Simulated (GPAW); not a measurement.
Bi:

```xyz
1
Lattice="-1.9814 1.9814 1.9814 1.9814 -1.9814 1.9814 1.9814 1.9814 -1.9814" Properties=species:S:1:pos:R:3 pbc="T T T"
Bi    0.0000    0.0000    0.0000
```

This isn't the form of Bi at room conditions, which is rhombohedral.

Base run:

| Quantity | Value |
| --- | --- |
| Program | GPAW 26.7.0 |
| Functional | PBEsol |
| Potentials or basis | PAW data sets generated in the run's folder for this functional |
| Cutoff | 600 eV |
| Basis | pw |
| k mesh | 9 × 9 × 9 |
| Occupations | fermi-dirac, width 0.05 eV |
| Spin | no spin polarisation |

Its results: pressure -2.1 GPa.

Q: The run is repeated on the same cell with these changes: functional from PBEsol to BLYP. What comes out?

A: Pressure 4.9 GPa.

BLYP binds less tightly than PBEsol, so the same cell stands under more pressure.

Not every run made on this cell is shown here.
